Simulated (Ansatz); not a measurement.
Ni: equation of state with LDA

Crystal: Ni.

```
CELL_PARAMETERS angstrom
2.44802 0.00000 0.00000
-1.22401 2.12005 0.00000
0.00000 0.00000 4.07281
ATOMIC_POSITIONS crystal
Ni 0.66667 0.33333 0.75000
Ni 0.33333 0.66667 0.25000
```

This isn't the form of Ni at room conditions, which is fcc.

- Program: Ansatz 0.2.0
- Task: equation of state
- Functional: LDA
- Potentials or basis: all-electron LAPW, scalar-relativistic
- Basis error allowed: 0.001 eV/atom
- k mesh: 12 × 12 × 7
- Occupations: fermi-dirac, width 0.05 eV
- Spin: collinear spin, ferromagnetic start
- Starting moments: [1.0, 1.0] μB

```json
{
 "Equilibrium volume": "10.06 Å³/atom",
 "Bulk modulus at fixed shape and positions": "251 GPa",
 "Pressure derivative of the bulk modulus": "4.9"
}
```

Energy against volume, from the lowest point:
| volume (Å³/atom) | energy (meV/atom) |
| --- | --- |
| 9.935 | 0.74 |
| 10.146 | 0.00 |
| 10.357 | 5.91 |
| 10.569 | 17.69 |
| 10.780 | 34.64 |
| 10.992 | 56.17 |
| 11.203 | 81.74 |

All runs of the series together: 4.2 min on 2 threads of AMD EPYC 7R43 64-Core Processor (Zen 3), on a shared host.

Caveat: the cell was scaled at fixed shape and fractional positions, which overstates the stiffness of a crystal with free parameters, most of all of layers and chains.
